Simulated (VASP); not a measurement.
# Sn (Im-3m) in VASP: a series of runs

One crystal, Sn, is run at these levels: PBE; tasks: single point.

Everything below comes from runs of VASP 6.6.1. Logs are shortened: lines on timing, memory, paths and dates and some standing lists are left out, and cuts for length are marked.

## 1. Starting point

It takes space group Im-3m (No. 229, cubic). The conventional cell has a = 3.741 Å, b = 3.741 Å, c = 3.741 Å, α = 90.00°, β = 90.00°, γ = 90.00°. Around Sn (site symmetry m-3m) lie 8 Sn at 3.24 Å.

The cell was built by a generator and needn't be a form met in nature.

## 2. Single point, PBE

File INCAR:

```
SYSTEM = Sn
PREC = Accurate ; ENCUT = 520
EDIFF = 1E-6 ; ISMEAR = -1
SIGMA = 0.0571 ; LREAL = .False.
LASPH = .True. ; NELM = 60
ALGO = Normal ; ISIF = 2
LWAVE = .False. ; LCHARG = .False.
GGA = PE ; NBANDS = 13
```

File KPOINTS:

```
Automatic mesh
0
Gamma
  7 7 7
  0 0 0
```

File POSCAR:

```
Sn
1.0
   -1.8703720000      1.8703720000      1.8703720000
    1.8703720000     -1.8703720000      1.8703720000
    1.8703720000      1.8703720000     -1.8703720000
Sn
1
Direct
    0.0000000000      0.0000000000      0.0000000000
```

Potentials or basis: VASP PAW PBE potentials, release 64 (Sn_d).

Launch:

```
> cat potpaw_PBE.64/Sn_d/POTCAR > POTCAR
> mpirun -np 1 vasp_std > vasp.out
```

OUTCAR:

```text
SYSTEM = Sn
   PREC = Accurate
   ENCUT = 520
   EDIFF = 1E-6
   ISMEAR = -1
   LREAL = .False.
   LASPH = .True.
   NELM = 60
   ISIF = 2
   GGA = PE

 ion  position               nearest neighbor table
   1  0.000  0.000  0.000-

  LATTYP: Found a body centered cubic cell.
 ALAT       =     3.7407440000

  Lattice vectors:

 A1 = (  -1.8703720000,   1.8703720000,   1.8703720000)
 A2 = (   1.8703720000,  -1.8703720000,   1.8703720000)
 A3 = (   1.8703720000,   1.8703720000,  -1.8703720000)

Analysis of symmetry for initial positions (statically):
=====================================================================
 Subroutine PRICEL returns:
 Original cell was already a primitive cell.

 Routine SETGRP: Setting up the symmetry group for a
 body centered cubic supercell.

 Subroutine GETGRP returns: Found 48 space group operations
 (whereof 48 operations were pure point group operations)
 out of a pool of 48 trial point group operations.

The static configuration has the point symmetry O_h .

Analysis of symmetry for dynamics (positions and initial velocities):
=====================================================================
 Subroutine PRICEL returns:
 Original cell was already a primitive cell.

 Routine SETGRP: Setting up the symmetry group for a
 body centered cubic supercell.

 Subroutine GETGRP returns: Found 48 space group operations
 (whereof 48 operations were pure point group operations)
 out of a pool of 48 trial point group operations.

The dynamic configuration has the point symmetry O_h .

 Subroutine INISYM returns: Found 48 space group operations
 (whereof 48 operations are pure point group operations),
 and found     1 'primitive' translations

----------------------------------------------------------------------------------------

                                     Primitive cell

  volume of cell :      26.1724

  direct lattice vectors                    reciprocal lattice vectors
    -1.870372000  1.870372000  1.870372000     0.000000000  0.267326500  0.267326500
     1.870372000 -1.870372000  1.870372000     0.267326500  0.000000000  0.267326500
     1.870372000  1.870372000 -1.870372000     0.267326500  0.267326500  0.000000000

  length of vectors
     3.239579333  3.239579333  3.239579333     0.378056762  0.378056762  0.378056762

  position of ions in fractional coordinates (direct lattice)
     0.000000000  0.000000000  0.000000000

  ion indices of the primitive-cell ions
   primitive index   ion index
                 1           1

----------------------------------------------------------------------------------------

 KPOINTS: Automatic mesh

Automatic generation of k-mesh.
 Grid dimensions read from file:
 generate k-points for:    7    7    7

 Generating k-lattice:

  Cartesian coordinates                     Fractional coordinates (reciprocal lattice)
     0.000000000  0.038189500  0.038189500     0.142857143  0.000000000  0.000000000
     0.038189500  0.000000000  0.038189500     0.000000000  0.142857143  0.000000000
     0.038189500  0.038189500  0.000000000     0.000000000  0.000000000  0.142857143

  Length of vectors
     0.054008109  0.054008109  0.054008109

  Shift w.r.t. Gamma in fractional coordinates (k-lattice)
     0.000000000  0.000000000  0.000000000

 Subroutine IBZKPT returns following result:
 ===========================================

 Found     20 irreducible k-points:

 Following reciprocal coordinates:
            Coordinates               Weight
  0.000000  0.000000  0.000000      1.000000
  0.142857  0.000000  0.000000     12.000000
  0.285714  0.000000  0.000000     12.000000
  0.428571  0.000000  0.000000     12.000000
  0.142857  0.142857  0.000000     24.000000
  0.285714  0.142857 -0.000000     48.000000
[... 12 lines left out ...]
 -0.428571 -0.428571  0.285714      8.000000
 -0.428571  0.428571  0.428571      6.000000
   k-points           NKPTS =     20   k-points in BZ     NKDIM =     20   number of bands    NBANDS=     13
   number of dos      NEDOS =    301   number of ions     NIONS =      1
   total plane-waves  NPLWV =  13824
   dimension x,y,z NGX =    24 NGY =   24 NGZ =   24
   dimension x,y,z NGXF=    48 NGYF=   48 NGZF=   48
   ions per type =               1
   NGX,Y,Z   is equivalent  to a cutoff of  12.32, 12.32, 12.32 a.u.
   NGXF,Y,Z  is equivalent  to a cutoff of  24.63, 24.63, 24.63 a.u.
 SYSTEM =  Sn
   PREC   = accura    normal or accurate (medium, high low for compatibility)
   ISTART =      0    job   : 0-new  1-cont  2-samecut
   ICHARG =      2    charge: 1-file 2-atom 10-const
   ISPIN  =      1    spin polarized calculation?
   LNONCOLLINEAR =      F non collinear calculations
   LSORBIT =      F    spin-orbit coupling
   LASPH  =      T    aspherical Exc in radial PAW
   ENCUT  =  520.0 eV  38.22 Ry    6.18 a.u.   6.02  6.02  6.02*2*pi/ulx,y,z
   NELM   =     60;   NELMIN=  2; NELMDL= -5     # of ELM steps
   EDIFF  = 0.1E-05   stopping-criterion for ELM
   LREAL  =      F    real-space projection
   EDIFFG = 0.1E-04   stopping-criterion for IOM
   NSW    =      0    number of steps for IOM
   IBRION =     -1    ionic relax: 0-MD 1-quasi-New 2-CG
   NFREE  =      0    steps in history (QN), initial steepest desc. (CG)
   ISIF   =      2    stress and relaxation
   ISYM   =      2    0-nonsym 1-usesym 2-fastsym
   POTIM  = 0.5000    time-step for ionic-motion
   TEBEG  =    0.0;   TEEND  =   0.0 temperature during run
   PSTRESS=    0.0 pullay stress
   NELECT =      14.0000    total number of electrons
   NUPDOWN=      -1.0000    fix difference up-down
   EMIN   =  10.00;   EMAX   =-10.00  energy-range for DOS
   EFERMI =   0.00;   METHOD = LEGACY
   ISMEAR =    -1;   SIGMA  =   0.06  broadening in eV -4-tet -1-fermi 0-gaus
   EFERMI_NEDOS =   21; number of points for ismear=-14 and -15
   IALGO  =     38    algorithm
   IMIX   =      4    mixing-type and parameters
     AMIX     =   0.40;   BMIX     =  1.00
     AMIX_MAG =   1.60;   BMIX_MAG =  1.00
  volume/ion in A,a.u.               =      26.17       176.62
  Fermi-wavevector in a.u.,A,eV,Ry     =   1.328932  2.511318 24.028719  1.766061
  Thomas-Fermi vector in A             =   2.458133
   LORBIT       =      0    0 simple, 1 ext, 2 COOP (PROOUT), +10 PAW based schemes
   GGA     = PE    functional components
   LHFCALC =     F    Hartree Fock is set to
   AEXX    =    0.0000 exact exchange contribution
   IVDW    =     0    specifies the selected vdW correction
   LEPSILON=     F    determine dielectric tensor
   LRPA    =     F    only Hartree local field effects (RPA)
 non-spin polarized calculation
  energy-cutoff  :      520.00
  volume of cell :       26.17
 maximum number of plane-waves:       716
   NGX = 13   NGY = 13   NGZ = 13

 number of electron      13.9999991 magnetization

 Free energy of the ion-electron system (eV)
  ---------------------------------------------------
  ext. energy  EPLUGINS =         0.00000000
  ---------------------------------------------------
  free energy    TOTEN  =        -3.79010087 eV

  energy without entropy =       -3.78144366  energy(sigma->0) =       -3.78577226

 E-fermi :   8.8298     XC(G=0): -10.5431

 val. band max:        8.6272917436   @ k =   0.1429   0.1429   0.1429
 cond. band min:       8.9104869460   @ k =  -0.2857   0.4286   0.1429
 fundamental gap:      0.2831952024
 Fermi energy:         8.8298447613

 k-point     1 :       0.0000    0.0000    0.0000
  band No.  band energies     occupation
      1     -13.0165      2.00000
      2     -13.0165      2.00000
      3     -13.0165      2.00000
      4     -12.8616      2.00000
      5     -12.8616      2.00000
      6      -2.8059      2.00000
      7      16.8894      0.00000
      8      16.8894      0.00000
      9      16.8894      0.00000
     10      20.7511      0.00000
     11      20.7511      0.00000
     12      20.7511      0.00000
     13      21.5748      0.00000

 k-point     2 :       0.1429    0.0000    0.0000
  band No.  band energies     occupation
      1     -13.0264      2.00000
      2     -13.0035      2.00000
      3     -12.9707      2.00000
      4     -12.8719      2.00000
      5     -12.8629      2.00000
      6      -2.3458      2.00000
      7      13.7003      0.00000
      8      15.4289      0.00000
      9      16.2561      0.00000
     10      18.6944      0.00000
     11      19.0313      0.00000
     12      20.4422      0.00000
     13      22.5342      0.00000

 k-point     3 :       0.2857    0.0000    0.0000
  band No.  band energies     occupation
      1     -13.0483      2.00000
      2     -12.9890      2.00000
      3     -12.8826      2.00000
      4     -12.8660      2.00000
      5     -12.8655      2.00000
      6      -0.9631      2.00000
      7       9.0129      0.07789
      8      13.5219      0.00000
      9      15.0265      0.00000
     10      17.4184      0.00000
     11      17.6858      0.00000
     12      21.4653      0.00000
     13      23.3909      0.00000

 k-point     4 :       0.4286    0.0000    0.0000
  band No.  band energies     occupation
      1     -13.0659      2.00000
      2     -12.9980      2.00000
      3     -12.8729      2.00000
      4     -12.8676      2.00000
      5     -12.7802      2.00000
      6       1.2534      2.00000
      7       5.0240      2.00000
      8      12.4381      0.00000
      9      14.2413      0.00000
     10      16.8120      0.00000
     11      17.0223      0.00000
     12      23.3509      0.00000
     13      24.4782      0.00000

 k-point     5 :       0.1429    0.1429    0.0000
  band No.  band energies     occupation
      1     -13.0283      2.00000
      2     -12.9978      2.00000
      3     -12.8994      2.00000
      4     -12.8846      2.00000
      5     -12.8650      2.00000
      6      -1.4237      2.00000
      7      10.9857      0.00000
      8      12.5247      0.00000
      9      14.7321      0.00000
     10      18.7861      0.00000
     11      19.0820      0.00000
     12      21.2103      0.00000
     13      23.1588      0.00000
[... 193 lines left out ...]
 k-point    18 :      -0.4286    0.4286    0.2857
  band No.  band energies     occupation
      1     -12.9975      2.00000
      2     -12.9677      2.00000
      3     -12.8994      2.00000
      4     -12.8530      2.00000
      5     -12.7951      2.00000
      6       2.9812      2.00000
      7       6.7487      2.00000
      8       9.3067      0.00047
      9      10.7182      0.00000
     10      14.4649      0.00000
     11      17.3753      0.00000
     12      22.8744      0.00000
     13      23.7309      0.00000

 k-point    19 :      -0.4286   -0.4286    0.2857
  band No.  band energies     occupation
      1     -13.0035      2.00000
      2     -13.0035      2.00000
      3     -12.8806      2.00000
      4     -12.8012      2.00000
      5     -12.8012      2.00000
      6       4.4649      2.00000
      7       6.9570      2.00000
      8       6.9570      2.00000
      9      11.3372      0.00000
     10      14.6622      0.00000
     11      14.6622      0.00000
     12      22.8393      0.00000
     13      27.5979      0.00000

 k-point    20 :      -0.4286    0.4286    0.4286
  band No.  band energies     occupation
      1     -13.0327      2.00000
      2     -13.0234      2.00000
      3     -12.8056      2.00000
      4     -12.8056      2.00000
      5     -12.8018      2.00000
      6       4.9715      2.00000
      7       8.3008      1.99981
      8       8.3008      1.99981
      9       8.4487      1.99748
     10      12.5627      0.00000
     11      13.9140      0.00000
     12      26.2457      0.00000
     13      28.0775      0.00000

------------------------ aborting loop because EDIFF is reached ----------------------------------------

  FORCE on cell =-STRESS in cart. coord.  units (eV):
  Direction    XX          YY          ZZ          XY          YZ          ZX
  --------------------------------------------------------------------------------------
  -------------------------------------------------------------------------------------
  Total        0.5461048      0.5461048      0.5461048      0.0000000      0.0000000     -0.0000000
  in kB       33.4304769     33.4304769     33.4304769      0.0000000      0.0000000     -0.0000000
  external PRESSURE =      33.4304769 kB  Pullay stress =       0.0000000 kB

 VOLUME and BASIS-vectors are now :
 -----------------------------------------------------------------------------
  energy-cutoff  :      520.00
  volume of cell :       26.17
      direct lattice vectors                 reciprocal lattice vectors
    -1.870372000  1.870372000  1.870372000     0.000000000  0.267326500  0.267326500
     1.870372000 -1.870372000  1.870372000     0.267326500  0.000000000  0.267326500
     1.870372000  1.870372000 -1.870372000     0.267326500  0.267326500  0.000000000

 POSITION                                       TOTAL-FORCE (eV/Angst)
 -----------------------------------------------------------------------------------
      0.00000      0.00000      0.00000         0.000000     -0.000000      0.000000
 -----------------------------------------------------------------------------------
    total drift:                               -0.000000      0.000000      0.000000

  FREE ENERGIE OF THE ION-ELECTRON SYSTEM (eV)
  ---------------------------------------------------
  free  energy   TOTEN  =        -3.7901008671 eV

  energy  without entropy=       -3.7814436586  energy(sigma->0) =       -3.78577226
```

Wall time 3.2 s (1 thread of AMD EPYC 9R45 (Zen 5), shared host); peak memory 0.11 GiB.

Results:

```
Free energy            : -3.7901 eV
Pressure               : 3.3 GPa
Band gap on the k mesh : none (metal or under the smearing width)
```

Levels at points of the mesh, in eV from the Fermi level:
```csv
k point,band 3,band 4,band 5,band 6,band 7,band 8,band 9,band 10,band 11,band 12
"(0.00, 0.00, 0.00)",-21.85,-21.69,-21.69,-11.64,8.06,8.06,8.06,11.92,11.92,11.92
```

[end of part 1 of 2]
